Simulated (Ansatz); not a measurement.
**Swapping F for Br on C: the mean harmonic wavenumber of the C–H stretches**

On one C centre that keeps H, n of the F ligands are replaced by Br. The mean harmonic wavenumber of the C–H stretches y in cm⁻¹ at PBE0-D4/def2-TZVP. The shapes are optimised at that level. Programs: Ansatz 0.2.0.

| molecule | n | y (cm⁻¹) |
| --- | --- | --- |
| CHF3 | 0 | 3131 |
| CHBrF2 | 1 | ? |
| CHBr2F | 2 | 3167 |
| CHBr3 | 3 | 3200 |

Question: Fit y = c + s·n to the known rows and predict CHBrF2.

Answer: 
1. Means of the 3 rows: n = 1.66667, y = 3166.0.
2. Σ(Δn)² = 4.6667, Σ(Δn·Δy) = 104, so the slope is 104/4.6667 = 22.286.
3. Intercept: 3166.0 − (22.286) × 1.66667 = 3128.9. The largest residual of the fit is 6.5.
4. CHBrF2: 3128.9 + (22.286) × 1 = 3151 cm⁻¹.

The run gave 3141 cm⁻¹, so the prediction is off by +10 cm⁻¹, more than the largest residual. The step per swap changes from +10 to +33 cm⁻¹ along the series, so a line misses the bend. The wavenumbers are unscaled and lie a few per cent above observed bands. Relativity is left out for Br.
